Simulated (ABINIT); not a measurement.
# MgO (Fm-3m) in ABINIT: single point with PBE

Aim: the single point of MgO with PBE.

All numbers are computed with ABINIT 10.8.3 (patched build); they aren't measurements. Logs are shortened: lines on timing, memory, paths and dates and some standing lists are left out, and cuts for length are marked. The log counts tension as positive stress, the text compression.

**Measured values to compare with.**

From “Electronic structure of alkaline earth and post-transition metal oxides”, 2009, arxiv:0908.1581, for a bulk crystal of MgO: band gap 7.83 eV.

How close the calculation comes is told below.

### Step 1. The crystal as given

Symmetry: Fm-3m, No. 225, cubic system. The conventional cell has a = 4.194 Å, b = 4.194 Å, c = 4.194 Å, α = 90.00°, β = 90.00°, γ = 90.00°. Mg (site symmetry m-3m) is surrounded by 6 O at 2.10 Å. O (site symmetry m-3m) has 6 Mg at 2.10 Å as nearest neighbours.

The cell is a database's computed one.

### Step 2. Single point, PBE

File run.abi:

```
# Pseudopotentials
pp_dirpath "./"
pseudos "Mg.upf, O.upf"

# Structure
acell 3*1.0 Angstrom
rprim
     0.0000000000     2.0970013927     2.0970013927
     2.0970013927     0.0000000000     2.0970013927
     2.0970013927     2.0970013927     0.0000000000
ntypat 2
znucl 12 8
natom 2
typat 1 2
xred
     0.0000000000     0.0000000000     0.0000000000
     0.5000000000     0.5000000000     0.5000000000

# Plane-wave basis
ecut 40.0

# k points
kptopt 1
ngkpt 8 8 8
nshiftk 1
shiftk 0.0 0.0 0.0

# Exchange and correlation
ixc 11

# Bands and occupations
nband 12
occopt 3
tsmear 0.05 eV

# SCF cycle
nstep 100
tolvrs 1.0e-10

# Output
iomode 3
prtwf 0
prtden 0
prteig 0
prtebands 0
enunit 2
```

Potentials or basis: PseudoDojo NC SR PBE v0.4.1 standard.

Run with:

```
> mpirun --bind-to none -np 4 abinit run.abi > log 2>&1
```

run.abo:

```text
.Version 10.8.3 of ABINIT
 Symmetries : space group Fm -3 m (#225); Bravais cF (face-center cubic)
================================================================================
 Values of the parameters that define the memory need of the present run
     intxc =       0    ionmov =       0      iscf =       7    lmnmax =       5
     lnmax =       5     mgfft =      32  mpssoang =       3    mqgrid =    3001
     natom =       2  nloc_mem =       1    nspden =       1   nspinor =       1
    nsppol =       1      nsym =      48    n1xccc =    2501    ntypat =       2
    occopt =       3   xclevel =       2
       mpw =        1540          nfft =       32768          nkpt =          29
================================================================================
================================================================================

--------------------------------------------------------------------------------
------------- Echo of variables that govern the present computation ------------
--------------------------------------------------------------------------------
 -outvars: echo values of preprocessed input variables --------
            acell      1.8897261259E+00  1.8897261259E+00  1.8897261259E+00 Bohr
              amu      2.43050000E+01  1.59994000E+01
             ecut      4.00000000E+01 Hartree
           enunit           2
              ixc          11
         kptrlatt        8    0    0      0    8    0      0    0    8
          kptrlen      4.48334925E+01
            natom           2
            nband          12
            ngfft          32      32      32
             nkpt          29
            nstep         100
             nsym          48
           ntypat           2
           occopt           3
           prtden           0
        prtebands           0
           prteig           0
            prtwf           0
            rprim      0.0000000000E+00  2.0970013927E+00  2.0970013927E+00
                       2.0970013927E+00  0.0000000000E+00  2.0970013927E+00
                       2.0970013927E+00  2.0970013927E+00  0.0000000000E+00
          spgroup         225
           tolvrs      1.00000000E-10
           tsmear      1.83746611E-03 Hartree
            typat      1  2
           xangst      0.0000000000E+00  0.0000000000E+00  0.0000000000E+00
                       2.0970013927E+00  2.0970013927E+00  2.0970013927E+00
            xcart      0.0000000000E+00  0.0000000000E+00  0.0000000000E+00
                       3.9627583179E+00  3.9627583179E+00  3.9627583179E+00
             xred      0.0000000000E+00  0.0000000000E+00  0.0000000000E+00
                       5.0000000000E-01  5.0000000000E-01  5.0000000000E-01
            znucl       12.00000    8.00000

================================================================================

 chkinp: Checking input parameters for consistency.

[... 98 lines left out ...]
 ----iterations are completed or convergence reached----

 Mean square residual over all n,k,spin=   32.453E-09; max=  82.199E-07
 reduced coordinates (array xred) for    2 atoms
       0.000000000000      0.000000000000      0.000000000000
       0.500000000000      0.500000000000      0.500000000000
 rms dE/dt=  0.0000E+00; max dE/dt=  0.0000E+00; dE/dt below (all hartree)
    1       0.000000000000      0.000000000000      0.000000000000
    2       0.000000000000      0.000000000000      0.000000000000

 cartesian coordinates (angstrom) at end:
    1      0.00000000000000     0.00000000000000     0.00000000000000
    2      2.09700139270000     2.09700139270000     2.09700139270000

 cartesian forces (hartree/bohr) at end:
    1     -0.00000000000000    -0.00000000000000    -0.00000000000000
    2     -0.00000000000000    -0.00000000000000    -0.00000000000000
 frms,max,avg= 0.0000000E+00 0.0000000E+00   0.000E+00  0.000E+00  0.000E+00 h/b

 cartesian forces (eV/Angstrom) at end:
    1     -0.00000000000000    -0.00000000000000    -0.00000000000000
    2     -0.00000000000000    -0.00000000000000    -0.00000000000000
 frms,max,avg= 0.0000000E+00 0.0000000E+00   0.000E+00  0.000E+00  0.000E+00 e/A
 length scales=  1.889726125908  1.889726125908  1.889726125908 bohr
              =  1.000000000000  1.000000000000  1.000000000000 angstroms
 Fermi (or HOMO) energy (hartree) =   0.28691   Average Vxc (hartree)=  -0.42143
 Eigenvalues (hartree) for nkpt=  29  k points:
 kpt#   1, nband= 12, wtk=  0.00195, kpt=  0.0000  0.0000  0.0000 (reduced coord)
  -2.47952   -1.25773   -1.25773   -1.25773   -0.45612    0.17790    0.17790    0.17790
   0.35779    0.76720    0.76720    0.76720
      occupation numbers for kpt#   1
   2.00000    2.00000    2.00000    2.00000    2.00000    2.00000    2.00000    2.00000
   0.00000    0.00000    0.00000    0.00000
 prteigrs : prtvol=0 or 1, do not print more k-points.

 Fermi (or HOMO) energy (eV) =   7.80733   Average Vxc (eV)= -11.46759
 Eigenvalues (   eV  ) for nkpt=  29  k points:
 kpt#   1, nband= 12, wtk=  0.00195, kpt=  0.0000  0.0000  0.0000 (reduced coord)
 -67.47127  -34.22451  -34.22451  -34.22451  -12.41175    4.84103    4.84103    4.84103
   9.73587   20.87651   20.87651   20.87651
 prteigrs : prtvol=0 or 1, do not print more k-points.

--- !EnergyTerms
iteration_state     : {dtset: 1, }
comment             : Components of total free energy in Hartree
kinetic             :  4.53493569976064E+01
hartree             :  2.06552258294405E+01
xc                  : -1.22548040146071E+01
Ewald energy        : -4.75873828125848E+01
psp_core            :  1.98291994737388E+00
local_psp           : -6.34792513561693E+01
non_local_psp       : -2.07167644896528E+01
internal            : -7.60506998985933E+01
'-kT*entropy'       :  1.25294605474895E-15
total_energy        : -7.60506998985933E+01
total_energy_eV     : -2.06944496921781E+03
band_energy         : -1.27004232972052E+01
...

 Cartesian components of stress tensor (hartree/bohr^3)
  sigma(1 1)= -2.19171653E-04  sigma(3 2)=  0.00000000E+00
  sigma(2 2)= -2.19171653E-04  sigma(3 1)=  0.00000000E+00
  sigma(3 3)= -2.19171653E-04  sigma(2 1)=  0.00000000E+00

-Cartesian components of stress tensor (GPa)         [Pressure=  6.4483E+00 GPa]
- sigma(1 1)= -6.44825267E+00  sigma(3 2)=  0.00000000E+00
- sigma(2 2)= -6.44825267E+00  sigma(3 1)=  0.00000000E+00
- sigma(3 3)= -6.44825267E+00  sigma(2 1)=  0.00000000E+00

== END DATASET(S) ==============================================================
================================================================================

 -outvars: echo values of variables after computation  --------
            acell      1.8897261259E+00  1.8897261259E+00  1.8897261259E+00 Bohr
           etotal     -7.6050699899E+01
            fcart     -0.0000000000E+00 -0.0000000000E+00 -0.0000000000E+00
                      -0.0000000000E+00 -0.0000000000E+00 -0.0000000000E+00
            rprim      0.0000000000E+00  2.0970013927E+00  2.0970013927E+00
                       2.0970013927E+00  0.0000000000E+00  2.0970013927E+00
                       2.0970013927E+00  2.0970013927E+00  0.0000000000E+00
           strten     -2.1917165348E-04 -2.1917165348E-04 -2.1917165348E-04
                       0.0000000000E+00  0.0000000000E+00  0.0000000000E+00
           xangst      0.0000000000E+00  0.0000000000E+00  0.0000000000E+00
                       2.0970013927E+00  2.0970013927E+00  2.0970013927E+00
             xred      0.0000000000E+00  0.0000000000E+00  0.0000000000E+00
                       5.0000000000E-01  5.0000000000E-01  5.0000000000E-01
 Calculation completed.
```

It took 10 s on 4 MPI ranks of Intel Xeon Platinum 8259CL at 2.50GHz (Skylake/Cascade Lake), shared host; peak memory 0.24 GiB.

Results:

```
Free energy                                           : -2069.4450 eV
Pressure                                              : 6.4 GPa
Band gap on the k mesh                                : 4.89 eV, direct
Valence electrons inside the program's atomic spheres : Mg 8.41; O 6.32
```

### Step 3. How close it comes

Step 2. Against the measured gap of MgO, 7.83 eV (quoted in “Electronic structure of alkaline earth and post-transition metal oxides”, 2009, arxiv:0908.1581), the calculated 4.89 eV is off by -2.94 eV. The value is that of PBE, without temperature or zero-point motion. Semilocal functionals fall short of measured gaps as a rule. The cell is a database's relaxed one, not the measured one, which moves gaps too.
